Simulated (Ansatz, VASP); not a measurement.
# Cross-check of ZnS between VASP and Ansatz, part 2 of 2

Wanted: the spread between two codes on one cell, functional and k mesh. The structure shown is the start of the Ansatz relaxation below; VASP solves that cell, so the two are compared at the walk's first step.

VASP 6.6.1 and Ansatz 0.2.0.

So far. Step 3 (VASP: single point, LDA, start cell, pair 1): The run ends at a pressure of 3.15 GPa, with forces up to 0.099 eV/Å.

## (7) VASP: single point, LDA, start cell, pair 2

Level of this step: LDA; plane waves and PAW (S, Zn) (VASP).

The same cell, functional (in two slightly different forms) and mesh now go to VASP, with its own data sets.

File INCAR:

```
SYSTEM = ZnS
PREC = Accurate
ENCUT = 400
EDIFF = 1E-06
NELM = 120
ISMEAR = 0
SIGMA = 0.01
LREAL = .FALSE.
ALGO = Normal
GGA = CA
NBANDS = 15
LORBIT = 11
LWAVE = .FALSE.
LCHARG = .FALSE.
ISIF = 2
LASPH = .TRUE.
GGA_COMPAT = .FALSE.
EFERMI = MIDGAP
KPAR = 2
```

File POSCAR:

```
ZnS
1.0
    0.0770780000      2.6459850000      2.6459850000
    2.6459850000      0.0770780000      2.6459850000
    2.6459850000      2.6459850000      0.0770780000
S Zn
1 1
Direct
    0.9977876897      0.9977876897      0.9977876897
    0.7522123103      0.7522123103      0.7522123103
```

File KPOINTS:

```
Automatic mesh
0
Gamma
12 12 12
0 0 0
```

Potentials, in the order of the species: S and Zn (LDA family, release 64).

The run is started by

```
$ mpirun -np 2 vasp_std
```

Numbers of over 12 decimals in the logs are rounded to 6 here.

The log of the run:

```text
[... set-up lines as in an earlier step ...]
 entering main loop
       N       E                     dE             d eps       ncg     rms          rms(c)
DAV:   1     0.722985708968E+02    0.72299E+02   -0.74385E+03  5670   0.123E+03
DAV:   2    -0.423665884043E+01   -0.76535E+02   -0.72014E+02  6426   0.240E+02
DAV:   3    -0.857894708408E+01   -0.43423E+01   -0.43233E+01  7133   0.576E+01
DAV:   4    -0.862005123746E+01   -0.41104E-01   -0.41093E-01  6811   0.581E+00
[...]
DAV:  10    -0.816435136172E+01   -0.10753E-04   -0.11278E-04  7259   0.100E-01    0.491E-02
DAV:  11    -0.816435019656E+01    0.11652E-05   -0.13584E-05  8743   0.777E-02    0.149E-02
DAV:  12    -0.816435002721E+01    0.16935E-06   -0.14048E-06  4354   0.206E-02
   1 F= -.81643500E+01 E0= -.81643500E+01  d E =0.000000E+00
```

From OUTCAR (step 7):

```text
  Total        1.0041466      1.0041466      1.0041466     -0.4181181     -0.4181181     -0.4181181
  in kB       45.4060419     45.4060419     45.4060419    -18.9066898    -18.9066898    -18.9066898
  external PRESSURE =      45.4060419 kB  Pullay stress =       0.0000000 kB

 POSITION                                       TOTAL-FORCE (eV/Angst)
 -----------------------------------------------------------------------------------
      5.35717      5.35717      5.35717        -0.065271     -0.065271     -0.065271
      4.03866      4.03866      4.03866         0.065271      0.065271      0.065271
 -----------------------------------------------------------------------------------
    total drift:                                0.000318      0.000318      0.000317

  FREE ENERGIE OF THE ION-ELECTRON SYSTEM (eV)
  ---------------------------------------------------
  free  energy   TOTEN  =        -8.1643500272 eV

  energy  without entropy=       -8.1643500272  energy(sigma->0) =       -8.16435003

[... 1 part as in an earlier step ...]

[... 2 further parts left out ...]
[key lines of the parts left out:]
E-fermi :   4.2160
```

The run ends at a pressure of 4.54 GPa, with forces up to 0.11 eV/Å.

## (8) Comparison

Forces (eV/Å; atoms numbered as in POSCAR):

```csv
atom,"Ansatz x, y, z","VASP x, y, z"
S1,"-0.064, -0.064, -0.064","-0.065, -0.065, -0.065"
Zn2,"0.064, 0.064, 0.064","0.065, 0.065, 0.065"
```

The forces differ by 1.4 meV/Å r.m.s., which is 2.2 % of the r.m.s. force of 0.065 eV/Å (both taken over all components).

## (9) What the set-up changes

Further runs change the set-up of one program: Ansatz's method, potentials or start, or VASP's data sets, cutoff or form of LDA. The table gives that difference for each run.

```csv
run,r.m.s. force difference (meV/Å)
as above,1.4
VASP with a cutoff of 500 eV (perhaps on Ansatz's relaxed cell),1.1
```

## (10) Ansatz: relaxation, LDA

The two programs are compared at the cell with which this relaxation starts, whose forces are those of its first step. The cell compared in this pair holds 36.41 Å³, against 35.43 Å³ for the pair before.

The structure compared here is the start of the Ansatz relaxation; VASP solves that cell, so the two are compared at the walk's first step.

File input.yaml:

```yaml
crystal:
  lattice:
    - [0.0176557185, 2.6395299146, 2.6395299146]
    - [2.6395299146, 0.0176557185, 2.6395299146]
    - [2.6395299146, 2.6395299146, 0.0176557185]
  atoms:
    - { symbol: S, position: [0.0, 0.0, 0.0] }
    - { symbol: Zn, position: [0.75, 0.75, 0.75] }
  conventional_axes: [[-1, 1, 0], [0, -1, 1], [1, 1, 1]]
kpoints:
  mp_grid: { grid: [12, 12, 12] }
hamiltonian:
  xc: lda
  pseudopotentials: { kind: paw, azcp: { folder: soft_1 }, xc_functional: pbe }
scf:
  occupations: { method: fixed }
output:
  forces: true
  stress: true
  eigenvalues: true
relax:
  adjacent_minimum: "off"
  f_tol: 0.001
  max_steps: 60
  cell: { stress_tol: 0.01, fix: [a, b, gamma] }
```

The run is started by

```
$ ansatz run input.yaml --threads 4 --pin off --max-ram 10240MiB --backend cpu --events-out ev --progress --plain --runs-dir out
```

The log of the run:

```text
[...]
Crystal: 2 atoms, lattice volume = 36.411 Å³
Basis set: ecut = 420 eV, 725 PW (Γ)
Bands: 13, of which v1, the nominal top of the filled ones, is band 9 counted from 1 (8 counted from 0)
Symmetry: 6 space group operations
[...]
k-points: 189 of 1728 (time reversal used)
[...]
k-point 188: bands = [... 5 lower, 0.4209, 0.5929, 5.5568, 5.5568, 9.8513, 13.2980, 13.2980, 15.3340]
--- Relaxed structure (4 steps of the walk, 4 accepted, 1 SCFs on fresh bases) ---
[...]
cell:  # Å, volume = 36.6544 Å³
    - [0.029466, 2.651340, 2.651340]
    - [2.651340, 0.029466, 2.651340]
    - [2.651340, 2.651340, 0.029466]
  atoms:
    - { symbol: S, position: [-0.00107892, -0.00107892, -0.00107892] }
    - { symbol: Zn, position: [0.751079, 0.751079, 0.751079] }
[key lines of the parts left out:]
SCF converged after 8 iterations
Free energy (F): -4117.438598 eV
Fermi energy:    6.519767 eV
P = ⅓ Tr σ = 1.1820 GPa (11.820 kbar)
```

## (11) VASP: single point, LDA, start cell, pair 3

The same cell, functional (in two slightly different forms) and mesh now go to VASP, with its own data sets.

INCAR is that of step 7.

File POSCAR:

```
ZnS
1.0
    0.0176560000      2.6395300000      2.6395300000
    2.6395300000      0.0176560000      2.6395300000
    2.6395300000      2.6395300000      0.0176560000
S Zn
1 1
Direct
    0.0000000000      0.0000000000      0.0000000000
    0.7500000000      0.7500000000      0.7500000000
```

KPOINTS is that of step 7.

The run is started by

```
$ mpirun -np 2 vasp_std
```

The log of the run:

```text
[... set-up lines as in an earlier step ...]
 entering main loop
       N       E                     dE             d eps       ncg     rms          rms(c)
DAV:   1     0.734121017004E+02    0.73412E+02   -0.74502E+03  5678   0.122E+03
DAV:   2    -0.412648444464E+01   -0.77539E+02   -0.73046E+02  6342   0.239E+02
DAV:   3    -0.860027671414E+01   -0.44738E+01   -0.44548E+01  7042   0.580E+01
DAV:   4    -0.864367030786E+01   -0.43394E-01   -0.43382E-01  6860   0.599E+00
[...]
DAV:  10    -0.820019572374E+01   -0.13901E-04   -0.97423E-05  7259   0.945E-02    0.357E-02
DAV:  11    -0.820019303163E+01    0.26921E-05   -0.12255E-05  8750   0.765E-02    0.819E-03
DAV:  12    -0.820019309834E+01   -0.66712E-07   -0.11814E-06  4228   0.163E-02
   1 F= -.82001931E+01 E0= -.82001931E+01  d E =0.000000E+00
```

Parts of OUTCAR (step 11):

```text
  Total        0.4109416      0.4109416      0.4109416     -0.1317846     -0.1317846     -0.1317846
  in kB       18.0825783     18.0825783     18.0825783     -5.7988897     -5.7988897     -5.7988897
  external PRESSURE =      18.0825783 kB  Pullay stress =       0.0000000 kB

 POSITION                                       TOTAL-FORCE (eV/Angst)
 -----------------------------------------------------------------------------------
      0.00000      0.00000      0.00000        -0.049538     -0.049538     -0.049538
      3.97254      3.97254      3.97254         0.049538      0.049538      0.049538
 -----------------------------------------------------------------------------------
    total drift:                                0.000084      0.000084      0.000085

  FREE ENERGIE OF THE ION-ELECTRON SYSTEM (eV)
  ---------------------------------------------------
  free  energy   TOTEN  =        -8.2001930983 eV

  energy  without entropy=       -8.2001930983  energy(sigma->0) =       -8.20019310

[... 1 part as in an earlier step ...]

[... 2 further parts left out ...]
[key lines of the parts left out:]
E-fermi :   3.8531
```

The run ends at a pressure of 1.81 GPa, with forces up to 0.086 eV/Å.

## (12) Side by side

Forces (eV/Å; atoms numbered as in POSCAR):

```csv
atom,"Ansatz x, y, z","VASP x, y, z"
S1,"-0.049, -0.049, -0.049","-0.050, -0.050, -0.050"
Zn2,"0.049, 0.049, 0.049","0.050, 0.050, 0.050"
```

The forces differ by 0.7 meV/Å r.m.s., which is 1.4 % of the r.m.s. force of 0.050 eV/Å (both taken over all components).

## (13) What came out

```yaml
r_m_s_force_difference_single_point_lda_start_cell_pair_1: 1.3 meV/Å
r_m_s_force_difference_single_point_lda_start_cell_pair_2: 1.4 meV/Å
r_m_s_force_difference_single_point_lda_start_cell_pair_3: 0.71 meV/Å
```

What this shows: The r.m.s. force difference is 1.4 meV/Å (single point, LDA, start cell, pair 2), within the 12 meV/Å picked in this series as the mark of a large difference. Single point, LDA, start cell, pair 1, VASP with a cutoff of 500 eV (perhaps on Ansatz's relaxed cell): r.m.s. force difference goes from 1.3 to 0.53 meV/Å. 10 further runs of this series are not shown here. Such differences can come from data sets, numerical settings and the points named under the comparisons, not from the functional's error against experiment.

[Lines on the potential files, build, host, timing and source positions are cut from VASP's logs without a mark.]

[Logs are printed without paths, hosts, clocks, repeated set-up lines and the standing remarks that a program may print on its own settings, such as how far it seeks lower states.]

[Hosts, paths, dates, database ids (printed as entryN), source tags and the programs' standing remarks are cut or masked in the printed files.]

[Rows of further runs with another cutoff or data set may stand on the cell that Ansatz relaxed, not on the start cell of the pair above them.]
